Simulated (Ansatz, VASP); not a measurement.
# Si24H14C3 in two plane-wave programs

Aim: how closely do two programs agree when they are given the same cell, functional and k mesh? The cell is taken from a series of runs on this material, whose earlier steps may have relaxed, scaled, displaced or heated it; both programs get it as it stands.

Method: plane waves, with VASP 6.6.1 beside it; single point at PBE, in Ansatz 0.2.0.

### Step 1. Set-up

The cell holds 41 atoms: 14 H, 3 C and 24 Si. Cell: a = 7.679 Å, b = 7.679 Å, c = 24.694 Å, α = 90.0°, β = 90.0°, γ = 60.0°. It derives from Si. As first built, before any earlier steps moved the atoms (in the runner's words): kind terminated face; group CH3; share_of_top_atoms 0.75; rest H; oxygen_in_back_bonds 0; lower_face H. Vacuum lies along c.

### Step 2. Ansatz: single point, PBE

Ansatz runs on its PAW soft_1 files.

With cell and atoms fixed, the geometry can't cause a difference; cores, projectors, grids and the points listed under the comparison can.

File input.yaml:

```yaml
crystal:
  lattice:
    - [7.6791796437, 0.0, 0.0]
    - [3.8395898218, 6.6503646517, 0.0]
    - [0.0, 0.0, 24.6937769138]
  atoms:
    - { symbol: H, position: [0.1141332533, 0.0318142407, 0.7238073211] }
    - { symbol: H, position: [0.8520903539, 0.1174507507, 0.7236514653] }
    - { symbol: H, position: [0.0297953635, 0.8552074353, 0.7240904155] }
    - { symbol: H, position: [0.6152872935, 0.0295596701, 0.7240774373] }
    - { symbol: H, position: [0.3543006025, 0.1140828572, 0.7238317737] }
    - { symbol: H, position: [0.5305695183, 0.8520005901, 0.7236395259] }
    - { symbol: H, position: [0.1175818465, 0.530517017, 0.7236315908] }
    - { symbol: H, position: [0.8553257243, 0.615127981, 0.7240984988] }
    - { symbol: H, position: [0.0318774687, 0.3541649266, 0.7238198676] }
    - { symbol: C, position: [-0.0014197559, 0.0012235091, 0.708073358] }
    - { symbol: C, position: [0.5003770892, -0.0015170271, 0.7080734003] }
    - { symbol: C, position: [0.0013078119, 0.5002878147, 0.7080738252] }
    - { symbol: H, position: [0.5000295613, 0.500002211, 0.689187189] }
    - { symbol: Si, position: [-0.0010391549, 0.0003688914, 0.6306447665] }
    - { symbol: Si, position: [0.5007441912, -0.001069661, 0.6306442397] }
    - { symbol: Si, position: [0.0003961822, 0.5007195167, 0.6306450468] }
    - { symbol: Si, position: [0.5000262934, 0.5000054801, 0.6279599636] }
    - { symbol: Si, position: [0.835542329, 0.3330104556, 0.5978530231] }
    - { symbol: Si, position: [0.3330306974, 0.3314863782, 0.59784953] }
    - { symbol: Si, position: [0.8333635342, 0.8333404793, 0.5978063115] }
    - { symbol: Si, position: [0.3315144433, 0.835519493, 0.5978499296] }
    - { symbol: Si, position: [0.8336529577, 0.3333858335, 0.5022454711] }
    - { symbol: Si, position: [0.3334060447, 0.3329759869, 0.5022425748] }
    - { symbol: Si, position: [0.8333544925, 0.8333308115, 0.5022392906] }
    - { symbol: Si, position: [0.3329985511, 0.8336344106, 0.5022431783] }
    - { symbol: Si, position: [0.1666820178, 0.1666659779, 0.4698380322] }
    - { symbol: Si, position: [0.6668205046, 0.1666835686, 0.4699608772] }
    - { symbol: Si, position: [0.1667044432, 0.6665110462, 0.4699606242] }
    - { symbol: Si, position: [0.6665306541, 0.6667999826, 0.4699608472] }
    - { symbol: Si, position: [0.166666667, 0.166666667, 0.374335324] }
    - { symbol: Si, position: [0.666666667, 0.166666667, 0.374335324] }
    - { symbol: Si, position: [0.166666667, 0.666666667, 0.374335324] }
    - { symbol: Si, position: [0.666666667, 0.666666667, 0.374335324] }
    - { symbol: Si, position: [0.0, 0.0, 0.342596438] }
    - { symbol: Si, position: [0.5, 0.0, 0.342596438] }
    - { symbol: Si, position: [0.0, 0.5, 0.342596438] }
    - { symbol: Si, position: [0.5, 0.5, 0.342596438] }
    - { symbol: H, position: [0.0, 0.0, 0.28347223] }
    - { symbol: H, position: [0.5, 0.0, 0.28347223] }
    - { symbol: H, position: [0.0, 0.5, 0.28347223] }
    - { symbol: H, position: [0.5, 0.5, 0.28347223] }
kpoints:
  mp_grid: { grid: [3, 3, 1] }
scf:
  occupations: { method: fermi_dirac, width: 0.02 }
  n_extra_bands: 37
hamiltonian:
  xc: pbe
  pseudopotentials: { kind: paw, azcp: { folder: soft_1 } }
output:
  forces: true
  write_potential: true
  volumetric_format: []
  dos:
    projected:
      site_lists:
        adsorbate: [9, 0, 1, 2, 10, 3, 4, 5, 11, 6, 7, 8, 12]
        layer_1: [13, 14, 15, 16]
        layer_2: [17, 18, 19, 20]
        layer_3: [21, 22, 23, 24]
        middle: [25, 26, 27, 28]
        other_layers: [29, 30, 31, 32, 33, 34, 35, 36, 37, 38, 39, 40]
    de: 0.05
    e_range: [-30, 12]
    method: { smearing: { sigma: 0.12, scheme: gaussian } }
  eigenstates:
    kpoints:
      - [0.33333333, -0.33333333, 0.0]
      - [0.25, -0.375, 0.0]
      - [0.16666667, -0.41666667, 0.0]
      - [0.08333333, -0.45833333, 0.0]
      - [0.0, 0.5, 0.0]
      - [-0.08333333, 0.45833333, 0.0]
      - [-0.16666667, 0.41666667, 0.0]
      - [-0.25, 0.375, 0.0]
      - [-0.33333333, 0.33333333, 0.0]
      - [-0.41666667, 0.29166667, 0.0]
      - [0.5, 0.25, 0.0]
      - [0.41666667, 0.20833333, 0.0]
      - [0.33333333, 0.16666667, 0.0]
      - [0.25, 0.125, 0.0]
      - [0.16666667, 0.08333333, 0.0]
      - [0.08333333, 0.04166667, 0.0]
      - [0.0, 0.0, 0.0]
      - [0.07142857, 0.0, 0.0]
      - [0.14285714, 0.0, 0.0]
      - [0.21428571, 0.0, 0.0]
      - [0.28571429, 0.0, 0.0]
      - [0.35714286, 0.0, 0.0]
      - [0.42857143, 0.0, 0.0]
      - [0.5, 0.0, 0.0]
      - [-0.42857143, 0.0, 0.0]
      - [-0.35714286, 0.0, 0.0]
      - [-0.28571429, 0.0, 0.0]
      - [-0.21428571, 0.0, 0.0]
      - [-0.14285714, 0.0, 0.0]
      - [-0.07142857, 0.0, 0.0]
      - [0.04166667, 0.08333333, 0.0]
      - [0.08333333, 0.16666667, 0.0]
      - [0.125, 0.25, 0.0]
      - [0.16666667, 0.33333333, 0.0]
      - [0.20833333, 0.41666667, 0.0]
      - [0.25, 0.5, 0.0]
      - [0.29166667, -0.41666667, 0.0]
    e_range: [-8.0, 6.0]
    unfold:
      supercell_matrix: [[2, 0, 0], [0, 2, 0], [0, 0, 1]]
      layers:
        axis: 3
        edges: [0.121488, 0.387679, 0.393933, 0.613637, 0.614246, 0.886079]
efield:
  axis: 3
  dipole_correction: true
```

Command:

```bash
$ ansatz run input.yaml --threads 4 --pin off --max-ram 11264MiB --backend cpu --events-out ev --progress --plain --runs-dir out
```

Numbers of over 12 decimals in the logs are rounded to 6 here.

Output:

```text
scf.n_extra_bands = 37 over 61 filled bands (N_el = 122.0): the run solves 98 bands
Engine: ansatz 0.2.0, x86_64-unknown-linux-gnu
Pseudopotentials: kind: paw
Pseudopotential: H, paw, valence charge 1, recommended cutoff 420 eV (normal), soft_1/H.paw.azcp
Pseudopotential: C, paw, valence charge 4, recommended cutoff 420 eV (normal), soft_1/C.paw.azcp
Pseudopotential: Si, paw, valence charge 4, recommended cutoff 420 eV (normal), soft_1/Si.paw.azcp
Functional definition: PBE
  parameter kappa = 0.804
  parameter beta = 0.066725
  exchange = pbe_x(kappa = kappa, mu = beta*pi^2/3)
  correlation = pbe_c(beta = beta)
Crystal: 41 atoms, lattice volume = 1261.095 Å³
Basis set: ecut = 420 eV, 24641 PW (Γ), exchange–correlation on 108×108×360 points (8 copies of the dense FFT grid, shifted against one another)
Bands: 98, of which v1, the nominal top of the filled ones, is band 61 counted from 1 (60 counted from 0)
Symmetry: 1 space group operations
Space group: P1 (ITA 1), of the structure as read, at distance tolerance 1.1e-4 Å
k-points: 5 of 9 (time reversal used)
Non-local potential: H, projectors of the file, l = 0: 2, l = 1: 1
Non-local potential: C, projectors of the file, l = 0: 2, l = 1: 2, l = 2: 1
Non-local potential: Si, projectors of the file, l = 0: 2, l = 1: 2, l = 2: 1
PAW form: soft (Blöchl's): semilocal exchange-correlation on the pseudo side does not see the compensation charge
PAW one-centre angular grid: H, 110 points (default); XC on 64 Gauss nodes
PAW one-centre angular grid: C, 110 points (default); XC on 64 Gauss nodes
PAW one-centre angular grid: Si, 110 points (default); XC on 64 Gauss nodes
Initial density: superposition of atomic densities (neutral atoms: chi_scale 0, normalization atom)
Initial wavefunctions: pseudopotential atomic-orbital guess
Functional: x = pbe(κ = 0.804, μ = 0.219515), c = pbe(β = 0.066725)
SCF iter   1: F=—  HF=-16248.136627 eV  |F-HF|=—  |Δ(HF+E_count)|=         —  Δρ=5.23e-2  dr2=3.93e1  ethr=3.10e-3  p=-0.000 e·Å  D=-7.92e-8 V/Å  ΔV_dip=0.00 eV  dr2_dipole=1.94e-2  V_vac-E_F(+/−)=6.29/6.29 eV  ⟨swp⟩=9.2  Hψ=3068  notcnv=0  defer=75
efield: sawtooth ramp at fractional position 0.9538 (placed from the atoms, in the widest stretch of the axis that holds none; the zero of the levels goes with the place), width 0.1000; the density the first Hamiltonian is built on has a dipole p = -0.000 e·Å; the dipole correction subtracts the counter field D = -7.92e-8 V/Å, which shifts the + side's vacuum level by +0.00 eV against the − side's; the planar-averaged density in the ramp window peaks in size at 3.2e-6 e/Å³
preconditioner: auto → Resta (q_TF=auto, 1.849 Å⁻¹)  ε∞=2.5  [insulator: Δε(μ)=1.405 eV  Ē_g=9.069 eV  σ=0.020 eV  W_gap=1.00  n_scr=134 (ndim 8)  ℏωp=11.3 eV  f_vac=0.449  D(μ)=0.00/eV (n_scr^D=0)  ε∞_Penn≈2.5  vacuum switching on, ρ_ref=6.0e-3 e/Å³]
SCF iter   2: F=—  HF=-16237.772837 eV  |F-HF|=—  |Δ(HF+E_count)|=    1.04e1  Δρ=2.34e-2  dr2=6.33e0  ethr=3.10e-3  p=-0.067 e·Å  D=-9.67e-3 V/Å  ΔV_dip=0.24 eV  dr2_dipole=1.42e-1  V_vac-E_F(+/−)=5.72/5.48 eV  ⟨swp⟩=3.2  Hψ=1119  notcnv=0  defer=154
SCF iter   3: F=—  HF=-16236.386813 eV  |F-HF|=—  |Δ(HF+E_count)|=    1.39e0  Δρ=7.71e-3  dr2=1.64e0  ethr=3.10e-3  p=0.361 e·Å  D=5.18e-2 V/Å  ΔV_dip=-1.28 eV  dr2_dipole=3.09e-1  V_vac-E_F(+/−)=3.62/4.90 eV  ⟨swp⟩=3.8  Hψ=902  notcnv=0  defer=157
SCF iter   4: F=—  HF=-16236.237819 eV  |F-HF|=—  |Δ(HF+E_count)|=   1.49e-1  Δρ=2.49e-3  dr2=8.39e-1  ethr=1.34e-3  p=-0.082 e·Å  D=-1.17e-2 V/Å  ΔV_dip=0.29 eV  dr2_dipole=4.22e-1  V_vac-E_F(+/−)=4.19/3.90 eV  ⟨swp⟩=3.0  Hψ=645  notcnv=0  defer=146
SCF iter   5: F=—  HF=-16236.118108 eV  |F-HF|=—  |Δ(HF+E_count)|=   1.20e-1  Δρ=1.12e-3  dr2=2.70e-2  ethr=6.88e-4  p=0.193 e·Å  D=2.77e-2 V/Å  ΔV_dip=-0.68 eV  dr2_dipole=9.07e-4  V_vac-E_F(+/−)=3.59/4.27 eV  ⟨swp⟩=3.0  Hψ=627  notcnv=0  defer=146
SCF iter   6: F=—  HF=-16236.125363 eV  |F-HF|=—  |Δ(HF+E_count)|=   7.26e-3  Δρ=6.70e-4  dr2=4.98e-3  ethr=2.22e-5  p=0.182 e·Å  D=2.61e-2 V/Å  ΔV_dip=-0.64 eV  dr2_dipole=9.41e-5  V_vac-E_F(+/−)=3.50/4.14 eV  ⟨swp⟩=3.0  Hψ=551  notcnv=0  defer=146
SCF iter   7: F=—  HF=-16236.129609 eV  |F-HF|=—  |Δ(HF+E_count)|=   4.25e-3  Δρ=1.84e-4  dr2=7.61e-4  ethr=4.09e-6  p=0.191 e·Å  D=2.73e-2 V/Å  ΔV_dip=-0.68 eV  dr2_dipole=2.37e-5  V_vac-E_F(+/−)=3.47/4.14 eV  ⟨swp⟩=2.0  Hψ=598  notcnv=0  defer=146
SCF iter   8: F=—  HF=-16236.129872 eV  |F-HF|=—  |Δ(HF+E_count)|=   2.63e-4  Δρ=3.78e-5  dr2=2.30e-5  ethr=6.24e-7  p=0.188 e·Å  D=2.70e-2 V/Å  ΔV_dip=-0.67 eV  dr2_dipole=1.22e-7  V_vac-E_F(+/−)=3.45/4.12 eV  ⟨swp⟩=2.0  Hψ=561  notcnv=0  defer=146
SCF iter   9: F=—  HF=-16236.129792 eV  |F-HF|=—  |Δ(HF+E_count)|=   8.01e-5  Δρ=1.25e-5  dr2=1.60e-6  ethr=1.89e-8  p=0.189 e·Å  D=2.71e-2 V/Å  ΔV_dip=-0.67 eV  dr2_dipole=1.65e-10  V_vac-E_F(+/−)=3.45/4.12 eV  ⟨swp⟩=2.0  Hψ=783  notcnv=0  defer=146
[...]
SCF converged after 11 iterations
Free energy (F): -16236.129795 eV
Harris-Foulkes:  -16236.129795 eV  (|F-HF|=2.61e-9)
Internal energy: -16236.129795 eV  (E = F + TS)
E sigma→0 (E₀):  -16236.129795 eV
Fermi energy:    0.628125 eV
Dipole field:    D = 0.027055 V/Å  (p = 0.188551 e·Å, saw-weighted, corrected)
Work function:   Φ+ = 3.4503 eV   Φ− = 4.1184 eV
Levels:          The Fermi level and band energies are counted from a zero that moves with the ramp; work functions are not
--- Per-component energies (eV) ---
  E_band       = -647.340454
  E_kinetic    = 1432.266409
  E_local      = -31650.295434  (includes V_loc(G=0)·N_el)
  E_nonlocal   = 625.862412
  E_hartree    = 15249.324829
  E_xc         = -1619.255346
  E_vxc        = -1478.054446  (∫ρ·V_xc dr)
  E_paw        = -12588.327196  (= ΣΔE_a)
  E_vpaw       = -74.398805  (= ΣTr[D̂ρ^β])
  E_aug_tail   = -0.013862  (compensation charges beyond the density's cutoff)
  E_efield     = 0.002551  (sawtooth field / dipole correction)
  E_vefield    = -1.360110  (∫n·V_field dr)
  E_ewald      = 12314.305842
  E_smearing   = -0.000000  (= −TS)
  E_closure    = 0.000000  (closes the sum)
  Σ components = -16236.129795   (vs F -16236.129795, Δ=0.00e0)
--- Forces (eV/Å), atoms counted from 1 ---
  atom   1  H     -0.00299192    -0.00202251     0.00583725
  atom   2  H      0.00411027     0.00021615     0.00303438
  atom   3  H     -0.00040697     0.00153947     0.00329980
  atom   4  H     -0.00100684    -0.00090768     0.00334811
  atom   5  H      0.00325312    -0.00165983     0.00571565
  atom   6  H     -0.00227258     0.00359488     0.00318581
  atom   7  H     -0.00172908    -0.00361848     0.00317229
  atom   8  H      0.00136063    -0.00036938     0.00324187
  atom   9  H     -0.00022373     0.00386248     0.00581312
  atom  10  C      0.00319856     0.00395128    -0.01158868
  atom  11  C     -0.00571740     0.00054026    -0.01171135
  atom  12  C      0.00144769    -0.00535771    -0.01167917
  atom  13  H     -0.00009247     0.00003935    -0.00629844
  atom  14  Si    -0.00177820    -0.00173672     0.00497866
  atom  15  Si     0.00259598    -0.00053416     0.00507736
  atom  16  Si    -0.00062679     0.00245333     0.00502004
  atom  17  Si     0.00002245    -0.00003841     0.01139979
  atom  18  Si     0.00040752    -0.00075690     0.00108487
  atom  19  Si    -0.00078588     0.00001744     0.00097860
  atom  20  Si     0.00004460    -0.00005633     0.00414061
  atom  21  Si     0.00034776     0.00067001     0.00117945
  atom  22  Si    -0.00030866     0.00021514    -0.00137770
  atom  23  Si     0.00032856     0.00026280    -0.00118647
  atom  24  Si     0.00003092     0.00007501    -0.00215065
[...]
atom  34  Si    -0.00058514     0.00086969     0.84826464
  atom  35  Si    -0.00053405    -0.00089526     0.84833169
  atom  36  Si     0.00095511     0.00002773     0.84828934
  atom  37  Si    -0.00006315     0.00000231     0.84676139
  atom  38  H     -0.00000720    -0.00090619    -0.77327814
  atom  39  H      0.00085721     0.00040432    -0.77327091
  atom  40  H     -0.00069681     0.00049981    -0.77327478
  atom  41  H      0.00005482    -0.00000166    -0.77342028
  max |Σ_I F_I| component: 8.32e-5 eV/Å
--- Band table (eV; the first three rows and the last of 5) ---
  k-point 0: bands = [... 57 lower, -0.3469, -0.3469, 0.0831, 0.0832, 1.1699, 1.1907, 1.1907, 1.7341, ... 33 higher]
  k-point 1: bands = [... 57 lower, -1.1920, -0.9515, -0.8389, -0.3151, 1.3348, 1.9398, 2.0730, 2.0957, ... 33 higher]
  k-point 2: bands = [... 57 lower, -1.1921, -0.9514, -0.8389, -0.3150, 1.3349, 1.9399, 2.0729, 2.0955, ... 33 higher]
  k-point 4: bands = [... 57 lower, -1.7826, -1.1331, -1.1201, -1.0879, 2.4335, 2.5671, 2.6509, 2.6846, ... 33 higher]
```

(Continued in part 2 of 2.)

[Lines on the potential files, build, host, timing and source positions are cut from VASP's logs without a mark.]

[Logs are printed without paths, hosts, clocks, repeated set-up lines and the standing remarks that a program may print on its own settings, such as how far it seeks lower states.]

[Hosts, paths, dates, database ids (printed as entryN), source tags and the programs' standing remarks are cut or masked in the printed files.]
